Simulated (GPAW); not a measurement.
# InAs (F-43m) in GPAW: single point with PBE

Aim: the single point of InAs with PBE.

Program: GPAW 26.7.0. These are calculated values, not measurements. Logs are shortened: lines on timing, memory, paths and dates and some standing lists are left out, and cuts for length are marked. The log counts tension as positive stress, the text compression.

**What was measured.**

A printed reference work, data compilation reports, for a bulk crystal of InAs at 4.2 K: band gap 0.418 eV (direct).

The runs below are set against these values where they give the same quantity.

### Step 1. Starting point

The structure is cubic, space group F-43m (No. 216). The conventional cell has a = 6.036 Å, b = 6.036 Å, c = 6.036 Å, α = 90.00°, β = 90.00°, γ = 90.00°. In (site symmetry -43m) is surrounded by 4 As at 2.61 Å. Around As (site symmetry -43m) lie 4 In at 2.61 Å.

### Step 2. Single point, PBE

Contents of run.py:

```python
from ase.dft.bandgap import bandgap
from ase.io import read, write
from ase.units import GPa
from gpaw import GPAW, PW

atoms = read('POSCAR')

calc = GPAW(mode=PW(450),
            xc='PBE',
            kpts={'size': (6, 6, 6), 'gamma': True},
            occupations={'name': 'fermi-dirac', 'width': 0.05},
            nbands=18,
            convergence={'density': 1e-05, 'energy': 1e-05},
            maxiter=80,
            txt='gpaw.txt')
atoms.calc = calc
energy = atoms.get_potential_energy()
forces = atoms.get_forces()
stress = atoms.get_stress()
calc.write('gs.gpw')
write('result.traj', atoms)
print(f'Energy: {energy:.6f} eV')
print('Forces (eV/A):')
print(forces.round(4))
print('Stress (GPa):', (stress / GPa).round(3))
print('Fermi level:', round(calc.get_fermi_level(), 4), 'eV')
print(f'Gap: {bandgap(calc)[0]:.4f} eV, direct: {bandgap(calc, direct=True)[0]:.4f} eV')
```

Contents of POSCAR:

```
InAs
1.0
    0.0000000000      3.0180000000      3.0180000000
    3.0180000000      0.0000000000      3.0180000000
    3.0180000000      3.0180000000      0.0000000000
In As
1 1
Direct
    0.0000000000      0.0000000000      0.0000000000
    0.7500000000      0.7500000000      0.7500000000
```

Potentials or basis: GPAW PAW data sets (gpaw-data 1.2.1), pw.

Launch:

```sh
$ OMP_NUM_THREADS=1 python run.py
```

gpaw.txt:

```text
__  _  _
 | _ |_)|_||  |
 |__||  | ||/\| - 26.7.0

Input parameters:
  mode=PW(ecut=450.00000000000006),
  convergence={'density': 1e-05, 'energy': 1e-05},
  kpts=MonkhorstPack(size=(6, 6, 6), gamma=True),
  maxiter=80,
  nbands=18,
  occupations=Occupations(name='fermi-dirac', width=0.05),
  xc=XC(name='PBE')

Diagonalizing LCAO Hamiltonian
Converting LCAO to pw mode

                     As

       In

Atoms  # Å, Bohr magnetons
|   | symbol |        x |        y |        z |    initial magnetic moments |
|---|--------|----------|----------|----------|-----------------------------|
| 0 |     In | 0.000000 | 0.000000 | 0.000000 | ( 0.0000,  0.0000,  0.0000) |
| 1 |     As | 4.527000 | 4.527000 | 4.527000 | ( 0.0000,  0.0000,  0.0000) |

Unit cell  # Å
| periodic |        x |        y |        z |  lengths |    angles |
|----------|----------|----------|----------|----------|-----------|
|      yes | 0.000000 | 3.018000 | 3.018000 | 4.268097 | 60.000000 |
|      yes | 3.018000 | 0.000000 | 3.018000 | 4.268097 | 60.000000 |
|      yes | 3.018000 | 3.018000 | 0.000000 | 4.268097 | 60.000000 |

Number of symmetries: 24
Symmetry operations  # r_c * U_cc + t_c -> r_c
|    | kind |            matrix            |
|----|------|------------------------------|
|  0 |  E   |  1, 0, 0,  0, 1, 0,  0, 0, 1 |
|  1 |  σ   |  1, 0, 0,  0, 0, 1,  0, 1, 0 |
|  2 |  σ   |  1, 0,-1,  0, 1,-1,  0, 0,-1 |
|  3 |  C3  |  1, 0,-1,  0, 0,-1,  0, 1,-1 |
|  4 |  C3  |  1,-1, 0,  0,-1, 1,  0,-1, 0 |
|  5 |  σ   |  1,-1, 0,  0,-1, 0,  0,-1, 1 |
|  6 |  σ   |  0, 1, 0,  1, 0, 0,  0, 0, 1 |
|  7 |  C3  |  0, 1, 0,  0, 0, 1,  1, 0, 0 |
|  8 |  C2  |  0, 1,-1,  1, 0,-1,  0, 0,-1 |
|  9 |  S4  |  0, 1,-1,  0, 0,-1,  1, 0,-1 |
| 10 |  C3  |  0, 0, 1,  1, 0, 0,  0, 1, 0 |
| 11 |  σ   |  0, 0, 1,  0, 1, 0,  1, 0, 0 |
| 12 |  S4  |  0, 0,-1,  1, 0,-1,  0, 1,-1 |
| 13 |  C3  |  0, 0,-1,  0, 1,-1,  1, 0,-1 |
| 14 |  S4  |  0,-1, 1,  1,-1, 0,  0,-1, 0 |
| 15 |  C2  |  0,-1, 1,  0,-1, 0,  1,-1, 0 |
| 16 |  C3  |  0,-1, 0,  1,-1, 0,  0,-1, 1 |
| 17 |  S4  |  0,-1, 0,  0,-1, 1,  1,-1, 0 |
| 18 |  S4  | -1, 1, 0, -1, 0, 1, -1, 0, 0 |
| 19 |  C3  | -1, 1, 0, -1, 0, 0, -1, 0, 1 |
| 20 |  C3  | -1, 0, 1, -1, 1, 0, -1, 0, 0 |
| 21 |  S4  | -1, 0, 1, -1, 0, 0, -1, 1, 0 |
| 22 |  σ   | -1, 0, 0, -1, 1, 0, -1, 0, 1 |
| 23 |  C2  | -1, 0, 0, -1, 0, 1, -1, 1, 0 |

BZ-sampling:
  Number of BZ points: 216
  Number of IBZ points: 16

  Monkhorst-Pack size: [6, 6, 6]
  Monkhorst-Pack shift: [0.08333333333333333, 0.08333333333333333, 0.08333333333333333]

K-points  # in reciprocal-cell coordinates
|     |                                coordinates |     weight |
|-----|--------------------------------------------|------------|
|   0 | (  0.00000000,   0.00000000,   0.00000000) | 0.00462963 |
|   1 | (  0.16666667,   0.16666667,   0.00000000) | 0.02777778 |
|   2 | (  0.16666667,   0.16666667,   0.16666667) | 0.03703704 |
|   3 | (  0.33333333,   0.16666667,   0.16666667) | 0.05555556 |
|   4 | (  0.33333333,   0.33333333,  -0.33333333) | 0.05555556 |
|   5 | (  0.33333333,   0.33333333,   0.00000000) | 0.02777778 |
|   6 | (  0.33333333,   0.33333333,   0.16666667) | 0.11111111 |
|   7 | (  0.33333333,   0.33333333,   0.33333333) | 0.03703704 |
|   8 | (  0.50000000,   0.33333333,  -0.33333333) | 0.11111111 |
|   9 | (  0.50000000,   0.33333333,  -0.16666667) | 0.05555556 |
| ... |                                            |            |
|  15 | (  0.50000000,   0.50000000,   0.50000000) | 0.01851852 |

Plane wave coefficients: 1243
Cutoff: 450.00000000000006 eV

Spin-components: 1 (collinear spins)
Bands:           18
Projectors:      11
Spin-degeneracy: 2
Datatype:        complex128

Density:
  Valence electrons: 18.0
  Components: 1
  Grid points: [21 21 21]
  Charge: 0.0  # |e|

Potential:
  Grid points: [21 21 21]

species:
  In:
    name:    Indium
    Z:       49.0
    valence: 13
    core:    36
    charge:  0.0  # [|e|]
    compensation charges:
      type: gauss
      rc: 0.36  # [Å]
      lmax: 2
    cutoffs:
      filter: 2.09  # [Å]
      core: 2.48  # [Å]
    projectors
    | kind |    occ | energy [eV] | rcut [Å] |
    |------|--------|-------------|----------|
    |   5s |  2.000 |      -8.203 |    1.185 |
    |   5p |  1.000 |      -2.521 |    1.244 |
    |   4d | 10.000 |     -18.629 |    1.148 |
    |    s |        |      19.008 |    1.185 |
    |    p |        |      24.691 |    1.244 |
    |    d |        |       8.583 |    1.148 |

    Using partial waves for In as LCAO basis

  As:
    name:    Arsenic
    Z:       33.0
    valence: 5
    core:    28
    charge:  0.0  # [|e|]
    compensation charges:
      type: gauss
      rc: 0.33  # [Å]
      lmax: 2
    cutoffs:
      filter: 1.87  # [Å]
      core: 2.96  # [Å]
    projectors
    | kind |    occ | energy [eV] | rcut [Å] |
    |------|--------|-------------|----------|
    |   4s |  2.000 |     -14.487 |    1.058 |
    |   4p |  3.000 |      -5.196 |    1.058 |
    |    s |        |      12.725 |    1.058 |
    |    p |        |      22.016 |    1.058 |
    |    d |        |       0.000 |    1.058 |

    Using partial waves for As as LCAO basis

Reference energy: -221478.393260  # eV

eigensolver:
  PPCG
  Converge bands: occupied
  niter=2

density mixing:
  MSR1-Mixer
  Pratt-step length: 0.05
  Maximum mixing coefficient: 0.75
  Old densities: 10
  SVD Regularization: 0.005
  Good broyden scale: 1.0
  Trust region scale: 1.0
  Backstep threshold: 4.0
  History deletion threshold: 6.0
  Fourier metric: weight=20.0, sigma=0.015

occupation numbers:
  Fermi-Dirac:
    width: 0.0500  # eV

poisson solver:
  ecut: 3600.0000000000005  # eV

xc functional:
  name: PBE with 2 nearest neighbor stencil

convergence criteria:
- Maximum integral of absolute [dens]ity change: 1e-05 electrons / valence electron
- Maximum [total energy] change in last 3 cyles: 1e-05 eV / valence electron
- Maximum integral of absolute [eigenst]ate change: 4e-08 eV^2 / valence electron
maximum number of iterations: 80

SCF iterations
|iter     | |      energy | eigst |  dens |
|---------|-|-------------|-------|-------|
|iter:   1| |   -8.057204 | -0.52 |       |
|iter:   2| |   -8.011005 | -2.49 | -1.17 |
|iter:   3| |   -7.835134 | -1.99 | -1.21 |
|iter:   4| |   -7.836115 | -3.42 | -1.81 |
|iter:   5| |   -7.836194 | -4.18 | -2.33 |
|iter:   6| |   -7.836221c| -5.61 | -3.15 |
|iter:   7| |   -7.836224c| -6.60 | -3.59 |
|iter:   8| |   -7.836224c| -8.14c| -4.65 |
|iter:   9| |   -7.836224c| -8.48c| -5.41c|

Converged in 9 steps
Energy contributions relative to reference atoms: (reference = -221478.393260)

Energy contributions:
  Kinetic:          27.497510
  Coulomb:         -25.201182
  Zero:              0.210200
  External:          0.000000
  Xc:              -10.342269
  Entropy:          -0.000965
  Spinorbit:         0.000000
  ----------------------------
  Free energy:      -7.836706
  Extrapolated:     -7.836224

dipole moment: (-17.106686, -17.106686, -17.106686)  # |e|*Ang

Fermi level: 4.947
Eigenvalues  # (at kpt = [0.000, 0.000, 0.000])
| band index |      eig [eV] | occ [0-2] |
|------------|---------------|-----------|
|          0 |        -9.403 |     2.000 |
|        ... |               |           |
|          2 |        -9.403 |     2.000 |
|          3 |        -9.274 |     2.000 |
|          4 |        -9.274 |     2.000 |
|          5 |        -6.986 |     2.000 |
|          6 |         4.746 |     1.965 |
|          7 |         4.911 |     1.354 |
[... 8 lines left out ...]
|         16 |        15.401 |     0.000 |
|         17 |        15.401 |     0.000 |

No gap
No difference between direct/indirect transitions

Forces  # eV/Ang
|        x |       y |        z |
|----------|---------|----------|
| -0.00000 | 0.00000 | -0.00000 |  # In   0
| -0.00000 | 0.00000 | -0.00000 |  # As   1

Stress tensor  # eV/Ang^3
|         x |         y |         z |
|-----------|-----------|-----------|
| -0.019514 | -0.000000 | -0.000000 |
| -0.000000 | -0.019514 |  0.000000 |
| -0.000000 |  0.000000 | -0.019514 |

# Writing to gs.gpw (mode='')
```

Run time: 8.2 s. Hardware: 1 thread of Arm Neoverse V1, shared host; peak memory 0.14 GiB.

Results:

| Item | Value |
| --- | --- |
| Free energy | -7.8367 eV |
| Pressure | 3.1 GPa |
| Band gap on the k mesh | none (metal or under the smearing width) |

Levels at points of the mesh, in eV from the Fermi level:
| k point | band 5 | band 6 | band 7 | band 8 | band 9 | band 10 | band 11 | band 12 | band 13 | band 14 |
| --- | --- | --- | --- | --- | --- | --- | --- | --- | --- | --- |
| (0.00, 0.00, 0.00) | -14.22 | -11.93 | -0.20 | -0.04 | -0.04 | -0.04 | 3.85 | 3.85 | 3.85 | 7.52 |
| (0.50, 0.50, 0.00) | -14.20 | -9.89 | -5.90 | -2.39 | -2.39 | 1.50 | 2.03 | 9.19 | 9.27 | 9.27 |
| (0.50, 0.50, 0.50) | -14.21 | -10.44 | -5.83 | -1.04 | -1.04 | 0.93 | 4.64 | 4.64 | 6.84 | 9.05 |

Caveat: the cutoff is short for stress and forces, so pressures can be off by a GPa or more; this crystal is a semiconductor, whose small gap the functional closes, so the metal is an error of the method.

### Step 3. Against experiment

Step 2. A measured gap of InAs is 0.418 eV (direct; 4.2 K; a printed reference work, data compilation); the calculated 0.00 eV misses it by -0.42 eV. Spin-orbit coupling on As, In is left out. The value is that of PBE on a finite k mesh, which can miss the band edges, without temperature or zero-point motion. Semilocal functionals fall short of measured gaps as a rule.
